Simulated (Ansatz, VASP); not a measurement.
**RbBr in VASP and in Ansatz**

File INCAR:

```
PREC = Accurate ; ENCUT = 520
EDIFF = 1E-6 ; ISMEAR = -1
SIGMA = 0.02 ; LREAL = F
LASPH = T ; NELM = 80
ALGO = Normal ; ISIF = 2
LWAVE = F ; LCHARG = F
GGA = PE ; NBANDS = 15
```

KPOINTS

```
Automatic mesh
0
Gamma
  6 6 6
```

File POSCAR:

```
RbBr
1.0
    0.0000000000      3.8694968646      3.8694968646
    3.6849218642      0.0000000000      3.8694968646
    3.6849218642      3.8694968646      0.0000000000
Rb Br
1 1
Direct
    0.0000000000      0.0000000000      0.0000000000
    0.2500000000      0.2500000000      0.2500000000
```

Input for Ansatz:

```yaml
crystal:
  lattice:
    - [0.0, 3.8694968646, 3.8694968646]
    - [3.6849218642, 0.0, 3.8694968646]
    - [3.6849218642, 3.8694968646, 0.0]
  atoms:
    - { symbol: Rb, position: [0.0, 0.0, 0.0] }
    - { symbol: Br, position: [0.25, 0.25, 0.25] }
kpoints:
  mp_grid: { grid: [6, 6, 6] }
  band_path:
    path:
      - [0.0, 0.0, 0.0]
      - [-0.5, -0.5, 0.0]
      - [-0.375, -0.375, 0.25]
      - [-0.375, 0.0, 0.375]
      - [0.0, 0.0, 0.5]
      - [-0.5, -0.25, 0.25]
    npoints: 1
hamiltonian:
  xc: pbe
scf:
  occupations: { method: fermi_dirac, width: 0.02 }
  n_extra_bands: 4
output:
  forces: true
  stress: true
  eigenvalues: true
```

Change from the starting cell: uniaxial_x strain -4.8%.

Alike in both runs: task single point; functional PBE; k mesh 6 × 6 × 6; occupations fermi-dirac, width 0.02 eV; no spin polarisation.

|  | VASP | Ansatz |
| --- | --- | --- |
| version | VASP 6.6.1 | Ansatz 0.2.0 |
| potentials or method | VASP PAW PBE potentials, release 64 (Rb_sv, Br) | plane waves, PAW |
| plane-wave cutoff (eV) | 520 | 420 |
| valence electrons in the cell | 16 | 16 |

Ansatz gave:

* gap on the k mesh at the Fermi level (eV): 4.13
* pressure (GPa): 0.6

Task: What did VASP give for the same quantities?

Result: gap on the k mesh at the Fermi level (eV): 4.13; pressure (GPa): 0.7.

A k mesh can miss the band edges.
